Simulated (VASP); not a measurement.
**GaAs: single point with r2SCAN**

Crystal: GaAs.

```
Ga As
1.0
     0.00000    2.82685    2.96819
     2.82685    0.00000    2.96819
     2.82685    2.82685    0.00000
Ga As
1 1
Cartesian
  0.0000 0.0000 0.0000
  4.2403 4.2403 4.4523
```

The cell isn't the ideal one: strain +0.000 along x and y, +0.050 along z, atoms carried along.

```
Program                : VASP 6.6.1
Task                   : single point
Functional             : r2SCAN
Potentials or basis    : VASP PAW PBE potentials, release 64 (Ga_d, As)
Cutoff                 : 520 eV
k mesh                 : 8 × 8 × 8
Occupations            : gaussian, width 0.05 eV
Spin                   : no spin polarisation
Dipole correction      : no
Further INCAR settings : ALGO = Normal; EDIFF = 1e-06; NBANDS = 16
```

```yaml
Pressure: -2.7 GPa
Band_gap_on_the_k_mesh: 0.49 eV, direct
```

Stress tensor (GPa, compression positive):
```
-1.56  0.00  0.00
 0.00 -1.56  0.00
 0.00  0.00 -5.06
```

Levels at points of the mesh, in eV from the valence-band top:
```tsv
k point	band 5	band 6	band 7	band 8	band 9	band 10	band 11	band 12	band 13	band 14
(0.00, 0.00, 0.00)	-15.18	-12.96	-0.30	0.00	0.00	0.49	3.89	3.89	4.04	7.97
(0.50, 0.00, 0.00)	-15.18	-11.26	-6.65	-1.41	-1.00	1.07	4.76	5.03	8.14	10.59
(0.50, 0.50, 0.00)	-15.18	-10.66	-7.05	-2.48	-2.48	1.96	2.18	10.33	10.33	10.92
(0.50, 0.00, 0.50)	-15.17	-10.49	-6.76	-2.81	-2.79	1.64	1.71	10.11	10.37	11.22
```

Wall time 100 s on 1 thread of Intel(R) Xeon(R) Platinum 8488C (Sapphire Rapids), on a shared host, peak memory 0.2 GiB.

Caveat: the PAW data sets were made with another functional, which shifts forces and pressure a little.
